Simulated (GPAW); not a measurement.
Crystal: Nb.

```
Nb
1.0
     2.71964    0.00000    0.00000
     0.00000    2.71964    0.00000
     0.00000    0.00000    2.71964
Nb
1
Direct
  0.50000 0.50000 0.50000
```

The cell was built by a generator and needn't be a form met in nature.

```yaml
Program: GPAW 26.7.0
Task: relaxation of cell and atoms
Functional: SCAN
Potentials_or_basis: GPAW PAW data sets (gpaw-data 1.2.1)
Cutoff: 600 eV
Basis: pw
k_mesh: 8 × 8 × 8
Occupations: fermi-dirac, width 0.05 eV
Spin: no spin polarisation
```

At the start: pressure -4.3 GPa; volume 20.12 Å³/atom.

Q: How do energy, volume and symmetry change on relaxing?

A: Over 3 steps the energy falls by 8.6 meV/atom and the volume is 19.46 Å³/atom (-3.3 %); space group Pm-3m (No. 221, to 0.05 Å).

Step by step:
```csv
step,energy change (eV),largest force (eV/Å),pressure (GPa),volume (Å³)
1,0.0000,0.0000,-4.35,20.12
2,-0.0080,0.0000,-1.33,19.65
3,-0.0086,0.0000,0.04,19.46
```

Final structure:
```
Nb
1.0
     2.68958    0.00000    0.00000
     0.00000    2.68958    0.00000
     0.00000    0.00000    2.68958
Nb
1
Direct
  0.50000 0.50000 0.50000
```

Caveat: later steps reuse the first step's grids; the PAW data sets were made with another functional, which shifts forces and pressure a little.
